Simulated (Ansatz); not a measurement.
**Nickel, beta-Sn type under revPBE: structure, energy and stiffness**

What does revPBE give for nickel in the beta-Sn type structure? We relax it, solve it on a dense k-mesh, then scale the cell to 7 volumes from 88 to 112 % of the relaxed one and try a fit of the equation of state. The start is antiferromagnetic (alternate layers). The k-meshes are 15×15×10 for the relaxation; 24×24×13 for the dense run; 16×16×9 for the volumes.

Method: DFT revPBE, plane waves (420 eV) with PAW, scalar-relativistic; PAW files made under PBE, frozen cores solved again for the functional, in Ansatz 0.2.0.

**1. Starting point**

It takes space group I4_1/amd (No. 141, tetragonal). Conventional cell: a = 4.382 Å, b = 4.382 Å, c = 2.393 Å, α = 90.00°, β = 90.00°, γ = 90.00°. Ni (site symmetry -4m2) has 6 Ni at 2.27 to 2.39 Å as nearest neighbours.

As a file:

```
CELL_PARAMETERS angstrom
-2.19107 2.19107 1.19633
2.19107 -2.19107 1.19633
2.19107 2.19107 -1.19633
ATOMIC_POSITIONS crystal
Ni 0.00000 0.00000 0.00000
Ni 0.75000 0.25000 0.50000
```

Starting moments (μB): +0.8, -0.8.

**2. Geometry optimisation**

input.yaml

```yaml
crystal:
  lattice:
    - [-2.1910720922, 2.1910720922, 1.1963253623]
    - [2.1910720922, -2.1910720922, 1.1963253623]
    - [2.1910720922, 2.1910720922, -1.1963253623]
  atoms:
    - { symbol: Ni, position: [0.0, 0.0, 0.0], spin: 0.8 }
    - { symbol: Ni, position: [0.75, 0.25, 0.5], spin: -0.8 }
hamiltonian:
  xc: revpbe
  pseudopotentials:
    kind: paw
    azcp:
      Ni: "pseudopotentials/Ni.paw.azcp"
basis:
  ecutwfc: 420
  fft_grid_basis: typed
kpoints:
  mp_grid: { grid: [15, 15, 10], shift: [0, 0, 0] }
magnetization:
  spin_polarized: true
scf:
  occupations: { method: fermi_dirac, width: 0.05 }
relax:
  max_steps: 60
  f_tol: 0.01
  cell: {}
```

The runs that follow: Dense single point; The cell scaled to 88 % of its volume; The cell scaled to 92 % of its volume; The cell scaled to 96 % of its volume; The cell scaled to 100 % of its volume; The cell scaled to 104 % of its volume; The cell scaled to 108 % of its volume; The cell scaled to 112 % of its volume.

What does the calculation give? Wanted: space group; conventional cell; volume; shortest distance; gap on the mesh; magnetic state; relative to fcc, ferromagnetic; V₀, B₀, B₀′.

As calculated:

| quantity | value |
| --- | --- |
| space group (spins left aside) | P6_3/mmc (No. 194) |
| conventional cell | a = 2.503 Å, c = 4.112 Å (c/a = 1.643) |
| volume | 11.155 Å³/atom |
| shortest distance | 2.503 Å |
| gap on the mesh | none (levels filled in part) |
| magnetic state | ferromagnetic, up to 0.70 μB per atom |
| relative to fcc, ferromagnetic | +27 meV/atom |
| V₀, B₀, B₀′ | 11.151 Å³/atom, 181 GPa, 4.9 |

What this shows: From the guessed start the volume shrank by 2.9 % in 30 steps. What began as beta-Sn type has relaxed into hcp. What follows belongs to that structure, not to the type named at the start. The mesh has less symmetry than the lattice, which may have let the distortion in. Against the reference form of nickel (fcc, ferromagnetic, computed apart with the same settings) it stands 27 meV/atom higher. It ends ferromagnetic, with up to 0.70 μB per atom. That is not the order it started in. No gap shows: it is a metal or semimetal at this level. B₀ comes out at 181 GPa; letting shape and positions relax at each volume could only lower it.
